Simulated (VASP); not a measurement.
# SiO2 (Stishovite) (P4_2/mnm) in VASP: a series of runs

The runs below take SiO2 (Stishovite) through relaxation of cell and atoms, with RPBE, PBE, r2SCAN.

Everything below comes from runs of VASP 6.6.1. Logs are shortened: lines on timing, memory, paths and dates and some standing lists are left out, and cuts for length are marked.

**1. Starting point**

The structure is tetragonal, space group P4_2/mnm (No. 136). Conventional cell: a = 4.265 Å, b = 4.265 Å, c = 2.700 Å, α = 90.00°, β = 90.00°, γ = 90.00°. Si (site symmetry mmm) has 6 O at 1.78 to 1.85 Å as nearest neighbours. Around O (site symmetry m2m) lie 3 Si at 1.78 to 1.85 Å.

**2. Relaxation of cell and atoms, RPBE**

File INCAR:

```
  ALGO = Normal
  EDIFF = 1E-7
  EDIFFG = -0.005
  ENCUT = 600
  GGA = RP
  IBRION = 2
  ISIF = 3
  ISMEAR = 0
  KPAR = 2
  LASPH = True
  LCHARG = False
  LREAL = False
  LWAVE = False
  NELM = 80
  NSW = 90
  PREC = Accurate
  SIGMA = 0.03
```

File KPOINTS:

```
k-points
0
Gamma
  8 8 10
```

File POSCAR:

```
SiO2                                    
1.0
    4.2654091989     -0.0000000000      0.0000000000
   -0.0000000000      4.2654091989      0.0000000000
    0.0000000000      0.0000000000      2.7001471943
  Si              O             
     2     4
Direct
     0.0000000000000000    0.0000000000000000    0.0000000000000000
     0.5000000000000000    0.5000000000000000    0.5000000000000000
     0.3074842930699607    0.3074842930699607    0.0000000000000000
     0.1925157069300393    0.8074842930699606    0.5000000000000000
     0.6925157069300394    0.6925157069300394    0.0000000000000000
     0.8074842930699606    0.1925157069300393    0.5000000000000000
```

Potentials or basis: VASP PAW PBE potentials, release 64 (Si, O).

The run is started by

```
$ cat potpaw_PBE.64/Si/POTCAR potpaw_PBE.64/O/POTCAR > POTCAR
$ mpirun -np 2 vasp_std > vasp.out
```

OUTCAR:

```text
EDIFF = 1E-7
   EDIFFG = -0.005
   ENCUT = 600
   GGA = RP
   IBRION = 2
   ISIF = 3
   ISMEAR = 0
   LASPH = True
   LREAL = False
   NELM = 80
   NSW = 90
   PREC = Accurate

 ion  position               nearest neighbor table
   1  0.000  0.000  0.000-   4 1.78   6 1.78   4 1.78   6 1.78   5 1.85   3 1.85
   2  0.500  0.500  0.500-   3 1.78   5 1.78   3 1.78   5 1.78   4 1.85   6 1.85
   3  0.307  0.307  0.000-   2 1.78   2 1.78   1 1.85
   4  0.193  0.807  0.500-   1 1.78   1 1.78   2 1.85
   5  0.693  0.693  0.000-   2 1.78   2 1.78   1 1.85
   6  0.807  0.193  0.500-   1 1.78   1 1.78   2 1.85

  LATTYP: Found a simple tetragonal cell.
 ALAT       =     4.2654091989
 C/A-ratio  =     0.6330335657

  Lattice vectors:

 A1 = (   4.2654091989,   0.0000000000,   0.0000000000)
 A2 = (   0.0000000000,   4.2654091989,   0.0000000000)
 A3 = (   0.0000000000,   0.0000000000,   2.7001471943)

Analysis of symmetry for initial positions (statically):
=====================================================================
 Subroutine PRICEL returns:
 Original cell was already a primitive cell.

 Routine SETGRP: Setting up the symmetry group for a
 simple tetragonal supercell.

 Subroutine GETGRP returns: Found 16 space group operations
 (whereof  8 operations were pure point group operations)
 out of a pool of 16 trial point group operations.

The static configuration has the point symmetry D_2h.
 The point group associated with its full space group is D_4h.

Analysis of symmetry for dynamics (positions and initial velocities):
=====================================================================
 Subroutine PRICEL returns:
 Original cell was already a primitive cell.

 Routine SETGRP: Setting up the symmetry group for a
 simple tetragonal supercell.

 Subroutine GETGRP returns: Found 16 space group operations
 (whereof  8 operations were pure point group operations)
 out of a pool of 16 trial point group operations.

The dynamic configuration has the point symmetry D_2h.
 The point group associated with its full space group is D_4h.

 Subroutine INISYM returns: Found 16 space group operations
 (whereof  8 operations are pure point group operations),
 and found     1 'primitive' translations

----------------------------------------------------------------------------------------

                                     Primitive cell

  volume of cell :      49.1257

  direct lattice vectors                    reciprocal lattice vectors
     4.265409199  0.000000000  0.000000000     0.234444095  0.000000000  0.000000000
     0.000000000  4.265409199  0.000000000     0.000000000  0.234444095  0.000000000
     0.000000000  0.000000000  2.700147194     0.000000000  0.000000000  0.370350180

  length of vectors
     4.265409199  4.265409199  2.700147194     0.234444095  0.234444095  0.370350180

  position of ions in fractional coordinates (direct lattice)
     0.000000000  0.000000000  0.000000000
     0.500000000  0.500000000  0.500000000
     0.307484293  0.307484293  0.000000000
     0.192515707  0.807484293  0.500000000
     0.692515707  0.692515707  0.000000000
     0.807484293  0.192515707  0.500000000

  ion indices of the primitive-cell ions
   primitive index   ion index
                 1           1
                 2           2
                 3           3
                 4           4
                 5           5
                 6           6

----------------------------------------------------------------------------------------

 KPOINTS: k-points

Automatic generation of k-mesh.
 Grid dimensions read from file:
 generate k-points for:    8    8   10

 Generating k-lattice:

  Cartesian coordinates                     Fractional coordinates (reciprocal lattice)
     0.029305512  0.000000000  0.000000000     0.125000000  0.000000000  0.000000000
     0.000000000  0.029305512  0.000000000     0.000000000  0.125000000  0.000000000
     0.000000000  0.000000000  0.037035018     0.000000000  0.000000000  0.100000000

  Length of vectors
     0.029305512  0.029305512  0.037035018

  Shift w.r.t. Gamma in fractional coordinates (k-lattice)
     0.000000000  0.000000000  0.000000000

 Subroutine IBZKPT returns following result:
 ===========================================

 Found     90 irreducible k-points:

 Following reciprocal coordinates:
            Coordinates               Weight
  0.000000  0.000000  0.000000      1.000000
  0.125000  0.000000  0.000000      4.000000
  0.250000  0.000000  0.000000      4.000000
  0.375000  0.000000  0.000000      4.000000
  0.500000  0.000000  0.000000      2.000000
  0.125000  0.125000  0.000000      4.000000
[... 16 lines left out ...]
  0.375000  0.125000  0.100000     16.000000
  0.500000  0.125000  0.100000      8.000000
 [... further k-points ...]
   k-points           NKPTS =     90   k-points in BZ     NKDIM =     90   number of bands    NBANDS=     20
   number of dos      NEDOS =    301   number of ions     NIONS =      6
   total plane-waves  NPLWV =  31104
   dimension x,y,z NGX =    36 NGY =   36 NGZ =   24
   dimension x,y,z NGXF=    72 NGYF=   72 NGZF=   48
   ions per type =               2   4
   NGX,Y,Z   is equivalent  to a cutoff of  14.03, 14.03, 14.78 a.u.
   NGXF,Y,Z  is equivalent  to a cutoff of  28.06, 28.06, 29.55 a.u.
 SYSTEM =  unknown system
   PREC   = accura    normal or accurate (medium, high low for compatibility)
   ISTART =      0    job   : 0-new  1-cont  2-samecut
   ICHARG =      2    charge: 1-file 2-atom 10-const
   ISPIN  =      1    spin polarized calculation?
   LNONCOLLINEAR =      F non collinear calculations
   LSORBIT =      F    spin-orbit coupling
   LASPH  =      T    aspherical Exc in radial PAW
   ENCUT  =  600.0 eV  44.10 Ry    6.64 a.u.   8.52  8.52  5.39*2*pi/ulx,y,z
   NELM   =     80;   NELMIN=  2; NELMDL= -5     # of ELM steps
   EDIFF  = 0.1E-06   stopping-criterion for ELM
   LREAL  =      F    real-space projection
   EDIFFG = -.5E-02   stopping-criterion for IOM
   NSW    =     90    number of steps for IOM
   IBRION =      2    ionic relax: 0-MD 1-quasi-New 2-CG
   NFREE  =      1    steps in history (QN), initial steepest desc. (CG)
   ISIF   =      3    stress and relaxation
   ISYM   =      2    0-nonsym 1-usesym 2-fastsym
   POTIM  = 0.5000    time-step for ionic-motion
   TEBEG  =    0.0;   TEEND  =   0.0 temperature during run
   PSTRESS=    0.0 pullay stress
   NELECT =      32.0000    total number of electrons
   NUPDOWN=      -1.0000    fix difference up-down
   EMIN   =  10.00;   EMAX   =-10.00  energy-range for DOS
   EFERMI =   0.00;   METHOD = LEGACY
   ISMEAR =     0;   SIGMA  =   0.03  broadening in eV -4-tet -1-fermi 0-gaus
   EFERMI_NEDOS =   21; number of points for ismear=-14 and -15
   IALGO  =     38    algorithm
   IMIX   =      4    mixing-type and parameters
     AMIX     =   0.40;   BMIX     =  1.00
     AMIX_MAG =   1.60;   BMIX_MAG =  1.00
  volume/ion in A,a.u.               =       8.19        55.25
  Fermi-wavevector in a.u.,A,eV,Ry     =   1.419129  2.681765 27.401142  2.013927
  Thomas-Fermi vector in A             =   2.540182
   LORBIT       =      0    0 simple, 1 ext, 2 COOP (PROOUT), +10 PAW based schemes
   GGA     = RP    functional components
   LHFCALC =     F    Hartree Fock is set to
   AEXX    =    0.0000 exact exchange contribution
   IVDW    =     0    specifies the selected vdW correction
   LEPSILON=     F    determine dielectric tensor
   LRPA    =     F    only Hartree local field effects (RPA)
 conjugate gradient relaxation of ions
 non-spin polarized calculation
 Gauss-broadening in eV      SIGMA  =   0.03
  energy-cutoff  :      600.00
  volume of cell :       49.13
 maximum number of plane-waves:      1680
 NGX is ok and might be reduce to    36
   NGX = 17   NGY = 17   NGZ = 11

--------------------------------------- Ionic step        1  -------------------------------------------

 number of electron      32.0000004 magnetization

 Free energy of the ion-electron system (eV)
  ---------------------------------------------------
  ext. energy  EPLUGINS =         0.00000000
  ---------------------------------------------------
  free energy    TOTEN  =       -43.89671066 eV

  energy without entropy =      -43.89671066  energy(sigma->0) =      -43.89671066

------------------------ aborting loop because EDIFF is reached ----------------------------------------

  FORCE on cell =-STRESS in cart. coord.  units (eV):
  Direction    XX          YY          ZZ          XY          YZ          ZX
  --------------------------------------------------------------------------------------
  -------------------------------------------------------------------------------------
  Total       -0.0627675     -0.0627675     -0.0858421      0.0000000      0.0000000      0.0000000
  in kB       -2.0470875     -2.0470875     -2.7996402      0.0000000      0.0000000      0.0000000
  external PRESSURE =      -2.2979384 kB  Pullay stress =       0.0000000 kB
[... 65 lines left out ...]
  energy  without entropy=      -43.8966961748  energy(sigma->0) =      -43.89669617

--------------------------------------- Ionic step        3  -------------------------------------------

 number of electron      32.0000004 magnetization

 Free energy of the ion-electron system (eV)
  ---------------------------------------------------
  ext. energy  EPLUGINS =         0.00000000
  ---------------------------------------------------
  free energy    TOTEN  =       -43.89673959 eV

  energy without entropy =      -43.89673959  energy(sigma->0) =      -43.89673959

 E-fermi :   7.7338     XC(G=0): -11.8004

 val. band max:        7.6119207287   @ k =   0.0000   0.0000   0.0000
 cond. band min:      12.4694370849   @ k =   0.0000   0.0000   0.0000
 fundamental gap:      4.8575163562
 Fermi energy:         7.7338359110

 k-point     1 :       0.0000    0.0000    0.0000
  band No.  band energies     occupation
      1     -14.4750      2.00000
      2     -11.1327      2.00000
      3     -11.1327      2.00000
      4     -11.0144      2.00000
      5      -2.8391      2.00000
      6       1.5039      2.00000
[... 12 lines left out ...]
     19      15.9244      0.00000
[... 513 lines left out ...]
      4     -10.7442      2.00000
      5      -1.0837      2.00000
      6      -1.0837      2.00000
[... 12 lines left out ...]
     19      17.2028      0.00000
     20      17.2028      0.00000

 [... further k-points ...]

------------------------ aborting loop because EDIFF is reached ----------------------------------------

  FORCE on cell =-STRESS in cart. coord.  units (eV):
  Direction    XX          YY          ZZ          XY          YZ          ZX
  --------------------------------------------------------------------------------------
  -------------------------------------------------------------------------------------
  Total        0.0002145      0.0002145      0.0025711     -0.0000000      0.0000000      0.0000000
  in kB        0.0070012      0.0070012      0.0839197     -0.0000000      0.0000000      0.0000000
  external PRESSURE =       0.0326407 kB  Pullay stress =       0.0000000 kB
[... 21 lines left out ...]
  FREE ENERGIE OF THE ION-ELECTRON SYSTEM (eV)
  ---------------------------------------------------
  free  energy   TOTEN  =       -43.8967395886 eV

  energy  without entropy=      -43.8967395886  energy(sigma->0) =      -43.89673959

 reached required accuracy - stopping structural energy minimisation
```

Run time: 46 s. Hardware: 2 MPI ranks of Intel Xeon Platinum 8559C (Emerald Rapids), shared host; peak memory 0.22 GiB.

Results:

```yaml
Free_energy: -43.8967 eV
Relaxed_volume: 8.18 Å³/atom
Relaxed_cell: a = 4.264 Å, b = 4.264 Å, c = 2.699 Å, α = 90.00°, β = 90.00°, γ = 90.00°
Space_group_after_relaxing_to_0.05_Å: P4_2/mnm (No. 136)
Energy_gained_by_relaxing: 0.0 meV/atom
Ionic_steps: 3
Pressure_after_relaxing: 0.0 GPa
Largest_force_after_relaxing: 0.003 eV/Å
Band_gap_on_the_k_mesh: 4.86 eV, direct
```

Forces on the atoms (eV/Å):
```
Si   0.000  0.000  0.000
Si   0.000  0.000  0.000
O   -0.002 -0.002  0.000
O    0.002 -0.002  0.000
O    0.002  0.002  0.000
O   -0.002  0.002  0.000
```

Final structure:
```
Si O
1.0
     4.26443    0.00000    0.00000
     0.00000    4.26443    0.00000
     0.00000    0.00000    2.69930
Si O
2 4
Cartesian
  0.0000 0.0000 0.0000
  2.1322 2.1322 1.3497
  1.3113 1.3113 0.0000
  0.8209 3.4435 1.3497
  2.9531 2.9531 0.0000
  3.4435 0.8209 1.3497
```

Caveat: the PAW data sets were made with another functional, which shifts forces and pressure a little. As with any semilocal functional, this RPBE gap is likely too small.

**3. Relaxation of cell and atoms, PBE, target pressure 15 GPa, at which the enthalpy is minimised**

This run uses another cell than the first one, of 7.75 Å³/atom, 0.947 times its volume.

File INCAR:

```
SYSTEM = SiO2
PREC = Accurate
ENCUT = 600
EDIFF = 1E-6
ISMEAR = 0
SIGMA = 0.03
LREAL = .False.
LASPH = .True.
NELM = 80
ALGO = Normal
ISIF = 3
LWAVE = .False.
LCHARG = .False.
GGA = PE
IBRION = 2
NSW = 90
EDIFFG = -0.01
PSTRESS = 150.0
KPAR = 2
```

File KPOINTS:

```
regular mesh
0
Gamma
  8 8 10
  0 0 0
```

File POSCAR:

```
SiO2
1.0
    4.1773000000      0.0000000000      0.0000000000
    0.0000000000      4.1773000000      0.0000000000
    0.0000000000      0.0000000000      2.6652000000
Si O
2 4
Direct
    0.0000000000      0.0000000000      0.0000000000
    0.5000000000      0.5000000000      0.5000000000
    0.3059000000      0.3059000000      0.0000000000
    0.1941000000      0.8059000000      0.5000000000
    0.6941000000      0.6941000000      0.0000000000
    0.8059000000      0.1941000000      0.5000000000
```

Potentials or basis: VASP PAW PBE potentials, release 64 (Si, O).

The run is started by

```
$ cat potpaw_PBE.64/Si/POTCAR potpaw_PBE.64/O/POTCAR > POTCAR
$ mpirun -np 2 vasp_std > vasp.out
```

Wall time 2.8 min (2 MPI ranks of Intel Xeon Platinum 8259CL at 2.50GHz (Skylake/Cascade Lake), shared host); peak memory 0.22 GiB.

It converged, with:

```
Free energy                                            : -46.2207 eV
Relaxed volume                                         : 7.64 Å³/atom
Relaxed cell                                           : a = 4.147 Å, b = 4.147 Å, c = 2.667 Å, α = 90.00°, β = 90.00°, γ = 90.00°
Space group after relaxing (to 0.05 Å)                 : P4_2/mnm (No. 136)
Energy change on relaxing (the enthalpy is what falls) : +8.1 meV/atom
Ionic steps                                            : 6
Pressure after relaxing                                : 14.9 GPa
Largest force after relaxing                           : 0.007 eV/Å
Band gap on the k mesh                                 : 5.81 eV, direct
```

Forces in eV/Å, atoms in the order of the input:
```
Si   0.000  0.000  0.000
Si   0.000  0.000  0.000
O   -0.005 -0.005  0.000
O    0.005 -0.005  0.000
O    0.005  0.005  0.000
O   -0.005  0.005  0.000
```

Stress tensor (GPa, compression positive):
```
14.97  0.00  0.00
 0.00 14.97  0.00
 0.00  0.00 14.83
```

Step by step:
```
step  energy change (eV)  largest force (eV/Å)  pressure (GPa)  volume (Å³)
   1              0.0000                0.0984           10.97        46.51
   2              0.1226                0.1470           20.60        45.21
   3              0.0508                0.1259           15.54        45.87
   4              0.0512                0.0602           14.97        45.84
   5              0.0506                0.0233           15.08        45.85
   6              0.0487                0.0071           14.93        45.87
```

Final structure:
```
Si O
1.0
     4.14702    0.00000    0.00000
     0.00000    4.14702    0.00000
     0.00000    0.00000    2.66699
Si O
2 4
Direct
  0.00000 0.00000 0.00000
  0.50000 0.50000 0.50000
  0.30481 0.30481 0.00000
  0.19519 0.80481 0.50000
  0.69519 0.69519 0.00000
  0.80481 0.19519 0.50000
```

Levels at points of the mesh, in eV from the valence-band top:
```tsv
k point	band 14	band 15	band 16	band 17	band 18	band 19
(0.00, 0.00, 0.00)	-0.90	-0.90	0.00	5.81	6.68	8.50
(0.50, 0.00, 0.00)	-2.73	-1.07	-1.07	7.88	7.88	9.10
(0.50, 0.50, 0.00)	-2.78	-2.32	-2.32	7.57	7.57	10.14
(0.00, 0.00, 0.50)	-3.20	-2.72	-2.72	9.29	9.29	12.76
(0.50, 0.00, 0.50)	-2.31	-1.80	-1.80	8.91	8.91	10.09
(0.50, 0.50, 0.50)	-1.75	-1.60	-1.60	7.30	7.30	11.22
```

Caveat: the cell is relaxed towards a set pressure, so the enthalpy falls and the energy may rise.

(Part 1 of 2 ends here.)
